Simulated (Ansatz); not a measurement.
# Mg: pressure and energy change per atom as volume scale varies

All results are calculated (Ansatz 0.2.0). Plane-wave DFT, scalar-relativistic PAW made under PBE with cores redone for the functional, no dispersion; the given relaxed cell is scaled uniformly, energy at zero smearing counts from the unscaled cell, pressure at the given Fermi-Dirac smearing is positive in compression.

The cell before it is scaled or strained (space group Fd-3m, No. 227):
```
cell vectors (Å)
   0.0000     3.4851     3.4851
   3.4851     0.0000     3.4851
   3.4851     3.4851     0.0000
atoms (fractions of the cell vectors)
Mg  0.12500  0.12500  0.12500
Mg  0.87500  0.87500  0.87500
```

Settings of every row: spin polarised no; functional RPBE; wave cutoff 420 eV; smearing width 0.1 eV; k mesh 9x9x9.

Atom starting moment: 0 on all atoms.

Limits: the cell comes from a prototype or a list of computed structures and needn't be the stable phase.

```
row  volume scale  V (Å³/atom)  pressure (GPa)  energy change per atom (meV)
  1          0.88        37.25            1.62                         22.01
  2          0.92       38.943               ?                             ?
  3          0.96       40.637            0.44                          1.86
  4          1.04       44.023           -0.34                          2.31
  5          1.08       45.716           -0.62                             8
  6          1.12       47.409           -0.84                         16.33
```

Question: what pressure and energy change per atom should row 2 give?

Worked fit of pressure. Take u = (V_r/V)^(2/3) − 1 with V_r = 44.023 Å³ an atom, which is twice the finite (Eulerian) strain; such expansions in the strain, on which the Birch-Murnaghan equation of state is built, carry the rest volume and the bulk modulus. The shown rows have u = 0.11781, 0.0548, 0, -0.02484, -0.0482. Least squares give pressure = −0.341 + 12.181 × u + 37.86 × u² GPa; a straight line predicts inner rows, each left out in turn, worse (root mean square 0.13 against 0.00099 GPa). All shown rows lie on it to the printed digit. The pressure vanishes at u = 0.0259, or V = 42.37 Å³ an atom, and there the bulk modulus at fixed shape and fractions is B = −V dP/dV = (2/3)(1 + u) dP/du = 9.67 GPa. The withheld row has u = 0.08518, so the fit gives −0.341 + 12.181 × (0.08518) + 37.86 × (0.08518)² = 0.97 GPa.

The calculation gave 0.97 GPa. The fit meets it to the printed digit.

Worked fit of energy change per atom. Take u = (V_r/V)^(2/3) − 1 with V_r = 44.023 Å³ an atom, which is twice the finite (Eulerian) strain; such expansions in the strain, on which the Birch-Murnaghan equation of state is built, carry the rest volume and the bulk modulus. The shown rows have u = 0.11781, 0.0548, 0, -0.02484, -0.0482. Least squares give energy change per atom = 2.293 − 158.749 × u + 2767.08 × u² meV; a straight line predicts inner rows, each left out in turn, worse (root mean square 9.2 against 0.079 meV). The rows lie off it by 0.01, -0.04, 0.02, 0.06, -0.04 (root mean square 0.038 meV). Its lowest point lies at u = 0.0287, or V = 42.19 Å³ an atom, and the curvature there gives the bulk modulus at fixed shape and fractions, B = (4/9)(1 + u)² E″(u)/V = 9.88 GPa. The withheld row has u = 0.08518, so the fit gives 2.293 − 158.749 × (0.08518) + 2767.08 × (0.08518)² = 8.85 meV.

The calculation gave 8.82 meV. The fit lies 0.03 meV (0.15 % of the column's range) above it; its largest miss of a shown row is 0.06 meV.
